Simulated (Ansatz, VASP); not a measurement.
One calculation of MgO, two programs

INCAR

```
SYSTEM = MgO
PREC     = Accurate       ! precision mode
ENCUT    = 520            ! plane-wave cutoff, eV
EDIFF    = 1E-7           ! SCF threshold, eV
ISMEAR   = 0              ! smearing method
SIGMA    = 0.05           ! smearing width, eV
LREAL    = .False.        ! projectors in reciprocal space
LASPH    = .True.         ! aspherical terms in the spheres
NELM     = 100            ! most SCF steps
ALGO     = Normal         ! electronic algorithm
ISIF     = 2              ! what is computed and relaxed
LWAVE    = .False.        ! write WAVECAR
LCHARG   = .False.        ! write CHGCAR
GGA      = PS             ! functional
NBANDS   = 11             ! bands
```

Contents of KPOINTS:

```
Automatic mesh
0
Gamma
  10 10 10
  0 0 0
```

POSCAR

```
MgO
1.0
    0.0000000000      2.1351500000      2.1351500000
    2.1351500000      0.0000000000      2.1351500000
    2.1351500000      2.1351500000      0.0000000000
Mg O
1 1
Direct
    0.0000000000      0.0000000000      0.0000000000
    0.5204903637      0.5204903637      0.4795096363
```

Input for Ansatz:

```yaml
crystal:
  lattice:
    - [0.0, 2.13515, 2.13515]
    - [2.13515, 0.0, 2.13515]
    - [2.13515, 2.13515, 0.0]
  atoms:
    - { symbol: Mg, position: [0.0, 0.0, 0.0] }
    - { symbol: O, position: [0.5204903637, 0.5204903637, 0.4795096363] }
basis:
  ecutwfc: 420
kpoints:
  mp_grid: { grid: [10, 10, 10] }
hamiltonian:
  xc: pbesol
scf:
  occupations: { method: gaussian, width: 0.05 }
output:
  forces: true
  stress: true
  eigenvalues: true
```

Change from the starting cell: all O atoms moved +0.087 Å, as atom 2 along Cartesian [0 0 1].

Alike in both runs: task single point; functional PBEsol; k mesh 10 × 10 × 10; occupations gaussian, width 0.05 eV; no spin polarisation.

|  | VASP | Ansatz |
| --- | --- | --- |
| version | VASP 6.6.1 | Ansatz 0.2.0 |
| potentials or method | VASP PAW PBE potentials, release 64 (Mg, O) | scalar-relativistic, plane waves, PAW |
| plane-wave cutoff (eV) | 520 | 420 |
| valence electrons in the cell | 8 | 16 |

```tsv
	VASP	Ansatz	Ansatz less VASP
gap on the k mesh at the Fermi level (eV)	4.25	4.25	0.000
least direct gap on the mesh (eV)	4.25	4.25	0.000
pressure (GPa)	-5.7	-5.1	+0.54
largest component of the traceless stress (GPa)	1.56	1.54	-0.018
rms of the force components (eV/Å)	0.236	0.234	-0.0022
```

Atom by atom the forces differ by 0.002 eV/Å (rms over components). The two sets of potentials don't hold the same shells in valence.

Caveats: the PAW data sets were made with another functional, which shifts forces and pressure a little (VASP).
